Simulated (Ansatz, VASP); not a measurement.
One calculation of PbSe, two programs

INCAR

```
SYSTEM = PbSe
ALGO = Fast
EDIFF = 1E-7
ENCUT = 520
GGA = PE
ISIF = 2
ISMEAR = 0
LASPH = .True.
LCHARG = .True.
LELF = .True.
LREAL = .False.
LVHAR = .True.
LWAVE = .False.
NBANDS = 28
NELM = 100
PREC = Accurate
SIGMA = 0.05
```

KPOINTS

```
k-points
0
Gamma
  6 6 6
  0 0 0
```

File POSCAR:

```
PbSe
1.0
    0.0000000000     12.0007990000      3.1254420000
    3.1181510000      0.0000000000      3.1254420000
    3.1181510000     12.0007990000      0.0000000000
Pb Se
2 2
Direct
    0.1667333941      0.7812703941      0.2187296059
    0.7812703941      0.1667333941      0.8332666059
    0.6744230000      0.2955810000      0.7044190000
    0.2955810000      0.6744230000      0.3255770000
```

Input for Ansatz:

```yaml
crystal:
  lattice:
    - [0.0, 12.000799, 3.125442]
    - [3.118151, 0.0, 3.125442]
    - [3.118151, 12.000799, 0.0]
  atoms:
    - { symbol: Pb, position: [0.1667333941, 0.7812703941, 0.2187296059] }
    - { symbol: Pb, position: [0.7812703941, 0.1667333941, 0.8332666059] }
    - { symbol: Se, position: [0.674423, 0.295581, 0.704419] }
    - { symbol: Se, position: [0.295581, 0.674423, 0.325577] }
basis:
  ecutwfc: 420
kpoints:
  mp_grid: { grid: [6, 6, 6] }
hamiltonian:
  xc: pbe
scf:
  occupations: { method: gaussian, width: 0.05 }
output:
  forces: true
  stress: true
  eigenvalues: true
```

Change from the starting cell: all Pb atoms moved -0.150 Å, as atom 1 along Cartesian [0 0 1].

Alike in both runs: task single point; functional PBE; k mesh 6 × 6 × 6; occupations gaussian, width 0.05 eV; no spin polarisation.

```csv
,VASP,Ansatz
version,VASP 6.6.1,Ansatz 0.2.0
potentials or method,"VASP PAW PBE potentials, release 64 (Pb_d, Se)","scalar-relativistic, plane waves, PAW"
plane-wave cutoff (eV),520,420
valence electrons in the cell,40,60
```

|  | VASP | Ansatz | Ansatz less VASP |
| --- | --- | --- | --- |
| gap on the k mesh at the Fermi level (eV) | 1.68 | 1.68 | -0.001 |
| least direct gap on the mesh (eV) | 1.68 | 1.68 | -0.001 |
| pressure (GPa) | -0.1 | 0.0 | 0.00 |
| rms of the force components (eV/Å) | 0.011 | 0.011 | +0.0006 |

Atom by atom the forces differ by 0.005 eV/Å (rms over components). The two sets of potentials don't hold the same shells in valence.

Caveats: spin-orbit coupling is left out, which as a rule narrows the gap of such compounds by several tenths of an eV. A k mesh can miss the band edges.
